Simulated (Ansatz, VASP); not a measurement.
BP in VASP and in Ansatz

INCAR

```
SYSTEM = BP
PREC = Accurate
ENCUT = 520
EDIFF = 1E-7
ISMEAR = 0
SIGMA = 0.05
LREAL = .False.
LASPH = .True.
NELM = 100
ALGO = Normal
ISIF = 2
LWAVE = .False.
LCHARG = .False.
GGA = PE
NBANDS = 11
```

File KPOINTS:

```
Automatic mesh
0
Gamma
  12 12 12
  0 0 0
```

Contents of POSCAR:

```
BP
1.0
    0.0000000000      2.2690012231      2.2690012231
    2.2690012231      0.0000000000      2.2690012231
    2.2690012231      2.2690012231      0.0000000000
B P
1 1
Direct
    0.0000000000      0.0000000000      0.0000000000
    0.7500000000      0.7500000000      0.7500000000
```

Input for Ansatz:

```yaml
crystal:
  lattice:
    - [0.0, 2.2690012231, 2.2690012231]
    - [2.2690012231, 0.0, 2.2690012231]
    - [2.2690012231, 2.2690012231, 0.0]
  atoms:
    - { symbol: B, position: [0.0, 0.0, 0.0] }
    - { symbol: P, position: [0.75, 0.75, 0.75] }
basis:
  ecutwfc: 420
  ecutrho_ratio: 4
kpoints:
  mp_grid: { grid: [12, 12, 12] }
hamiltonian:
  xc: pbe
scf:
  occupations: { method: gaussian, width: 0.05 }
output:
  forces: true
  stress: true
  eigenvalues: true
```

Alike in both runs: task single point; functional PBE; k mesh 12 × 12 × 12; occupations gaussian, width 0.05 eV; no spin polarisation.

|  | VASP | Ansatz |
| --- | --- | --- |
| version | VASP 6.6.1 | Ansatz 0.2.0 |
| potentials or method | VASP PAW PBE potentials, release 64 (B, P) | scalar-relativistic, plane waves, PAW |
| plane-wave cutoff (eV) | 520 | 420 |
| valence electrons in the cell | 8 | 8 |

Ansatz gave:

| Property | Result |
| --- | --- |
| gap on the k mesh at the Fermi level (eV) | 1.24 |
| least direct gap on the mesh (eV) | 3.40 |
| pressure (GPa) | 1.1 |

Problem. Which values does VASP return?

Solution. gap on the k mesh at the Fermi level (eV): 1.24; least direct gap on the mesh (eV): 3.40; pressure (GPa): 0.9.

The functional is the same, so the differences come from potentials, cutoffs and numerics.

A k mesh can miss the band edges. PBE gaps usually lie below the measured ones, often by a third to a half.
